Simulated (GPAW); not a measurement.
The system is GaAs.

```
As Ga
1.0
     0.00000    2.82685    2.82685
     2.82685    0.00000    2.82685
     2.82685    2.82685    0.00000
As Ga
1 1
Direct
  0.25000 0.25000 0.25000
  0.00000 0.00000 0.00000
```

Program: GPAW 26.7.0. Alike in all runs: task band structure; potentials or basis GPAW PAW data sets (gpaw-data 1.2.1), pw; spin SOC, no magnetisation; cell as given; k mesh 8 × 8 × 8; cutoff (eV) 600; smearing fermi-dirac 0.05 eV.

Question: Order these runs on this cell by their band gap on the k mesh, lowest first.
A. level r4SCAN; band points 60
B. level vdW-DF; band points 100
C. level r2SCAN; band points 80

Answer: B (0.52 eV), A (0.78 eV), C (0.96 eV).

Caveats: spin-orbit coupling was added after a scalar SCF, so levels and gaps hold it while energy, forces, pressure and moments don't; this program's spin-orbit splittings come out too wide for heavy elements.

Runs at the PBE level aren't shown here.
